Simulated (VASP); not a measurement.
# PbO: molecular dynamics with a thermostat

PbO, P4/nmm (no. 129), 8 atoms in the cell. PBE, molecular dynamics; PAW potentials Pb, O (PBE set).

Ensemble: NVT; Target temperature (K): 1000.

## Input

INCAR:
```
SYSTEM = PbO
ALGO     = Normal         ! electronic algorithm
ANDERSEN_PROB= 0.05         
EDIFF    = 1E-5           ! SCF threshold, eV
ENCUT    = 400            ! plane-wave cutoff, eV
GGA      = PE             ! functional
IBRION   = 0              ! ionic algorithm
ISIF     = 2              ! what is computed and relaxed
ISMEAR   = 0              ! smearing method
ISYM     = 0            
KPAR     = 2            
LASPH    = .True.         ! aspherical terms in the spheres
LCHARG   = .False.        ! write CHGCAR
LREAL    = Auto         
LWAVE    = .False.        ! write WAVECAR
MDALGO   = 1            
NELM     = 60             ! most SCF steps
NELMIN   = 4            
NSW      = 80             ! ionic steps
POTIM    = 1.0            ! step
PREC     = Normal         ! precision mode
RANDOM_SEED= 52573 0 0    
SIGMA    = 0.05           ! smearing width, eV
TEBEG    = 1000         
TEEND    = 1000          
```

KPOINTS:
```
k-points
0
Gamma
  3 3 1
```

POSCAR:
```
PbO
1.0
    3.9900000000      0.0000000000      0.0000000000
    0.0000000000      3.9900000000      0.0000000000
    0.0000000000      0.0000000000     10.0200000000
Pb O
4 4
Direct
    0.5000000000      0.0000000000      0.3800000000
    0.5000000000      0.0000000000      0.8800000000
    0.0000000000      0.5000000000      0.1200000000
    0.0000000000      0.5000000000      0.6200000000
    0.5000000000      0.5000000000      0.0000000000
    0.5000000000      0.5000000000      0.5000000000
    0.0000000000      0.0000000000      0.0000000000
    0.0000000000      0.0000000000      0.5000000000
```

Commands:
```
cat potpaw_PBE.64/Pb/POTCAR potpaw_PBE.64/O/POTCAR > POTCAR
mpirun -np 2 vasp_std > vasp.out
```

## Result

- Mean temperature (K): 702
- Rise of the mean potential energy above the start (meV/atom): 49.2
- Electronic steps per ionic step after the first: 4.3

Course of the run:

| Time (fs) | Temperature (K) | Potential energy less the first (meV/atom) |
|---|---|---|
| 1 | 1000 | 0.0 |
| 7 | 896 | 16.0 |
| 13 | 723 | 38.4 |
| 19 | 396 | 41.1 |
| 25 | 684 | 56.5 |
| 31 | 588 | 56.8 |
| 37 | 589 | 45.7 |
| 44 | 959 | 45.5 |
| 50 | 783 | 52.1 |
| 56 | 766 | 54.1 |
| 62 | 507 | 48.5 |
| 68 | 817 | 58.7 |
| 74 | 603 | 80.6 |
| 80 | 529 | 97.2 |

REPORT:
```
MDALGO =   1
         ANDERSEN_PROB =  0.05000000
               SCALING =       0
                 CNEXP =     9.000   14.000
           RANDOM_SEED =             52573                0                0

   original number of atomic DOF:         21
   number of independent constraints:      0
   number of active DOF:                  21

========================================
         MD step No.       1
========================================

  Atomic velocities initialized by STEP_tb

  >Energies
                    E_tot             E_pot             E_kin               EPS                ES
   e_b>   -0.42488029E+02   -0.43392888E+02    0.90485830E+00    0.00000000E+00    0.00000000E+00

  >Temperature
               T_sim     T_inst
   tmprt>   1000.000   1000.036

  >Thermostat, num. of collisions:                0

           RANDOM_SEED =             52573              102                0

[... steps left out ...]

========================================
         MD step No.      80
========================================

  >Energies
                    E_tot             E_pot             E_kin               EPS                ES
   e_b>   -0.42136523E+02   -0.42615283E+02    0.47875958E+00    0.00000000E+00    0.00000000E+00

  >Temperature
               T_sim     T_inst
   tmprt>   1000.000    529.118

  >Thermostat, num. of collisions:                0

           RANDOM_SEED =             52573             5000                0
```

OSZICAR:
```
N       E                     dE             d eps       ncg     rms          rms(c)
DAV:   1     0.257746624798E+03    0.25775E+03   -0.14347E+04   250   0.109E+03
DAV:   2    -0.185079719805E+02   -0.27625E+03   -0.26885E+03   330   0.247E+02
DAV:   3    -0.521099348302E+02   -0.33602E+02   -0.33387E+02   305   0.987E+01
DAV:   4    -0.527861463470E+02   -0.67621E+00   -0.67490E+00   316   0.145E+01
DAV:   5    -0.527975956965E+02   -0.11449E-01   -0.11446E-01   321   0.170E+00    0.330E+01
DAV:   6    -0.436335625146E+02    0.91640E+01   -0.67779E+01   255   0.468E+01    0.161E+01
DAV:   7    -0.434483521443E+02    0.18521E+00   -0.79564E+00   257   0.158E+01    0.837E+00
DAV:   8    -0.434270687056E+02    0.21283E-01   -0.65796E-01   280   0.484E+00    0.313E+00
DAV:   9    -0.433909843877E+02    0.36084E-01   -0.23395E-01   312   0.247E+00    0.600E-01
DAV:  10    -0.433937461745E+02   -0.27618E-02   -0.41823E-02   289   0.111E+00    0.721E-01
DAV:  11    -0.433927777381E+02    0.96844E-03   -0.63822E-03   296   0.446E-01    0.115E-01
DAV:  12    -0.433929029429E+02   -0.12520E-03   -0.18878E-03   332   0.207E-01    0.634E-02
[... left out ...]
     79 T=   498. E= -.42179883E+02 F= -.42630818E+02 E0= -.42630818E+02  EK= 0.45093E+00 SP= 0.00E+00 SK= 0.00E+00
[... last step whole ...]
       N       E                     dE             d eps       ncg     rms          rms(c)
DAV:   1    -0.426143522649E+02    0.16465E-01   -0.86923E-02   250   0.271E+00    0.175E-01
DAV:   2    -0.426153064526E+02   -0.95419E-03   -0.10099E-02   250   0.638E-01    0.759E-02
DAV:   3    -0.426152948250E+02    0.11628E-04   -0.15398E-04   372   0.758E-02    0.521E-02
DAV:   4    -0.426152819478E+02    0.12877E-04   -0.36560E-05   241   0.496E-02    0.120E-02
DAV:   5    -0.426152829140E+02   -0.96622E-06   -0.12371E-05   131   0.246E-02
     80 T=   529. E= -.42136523E+02 F= -.42615283E+02 E0= -.42615283E+02  EK= 0.47876E+00 SP= 0.00E+00 SK= 0.00E+00
```

Limits: 80 fs of 8 atoms are too short for converged averages; the cell is only 4.0 Å across, so each atom moves in step with near copies of itself.

VASP 6.6.1 took 212 s on 2 cores (Intel Xeon 6975P-C (Granite Rapids)), a shared host.
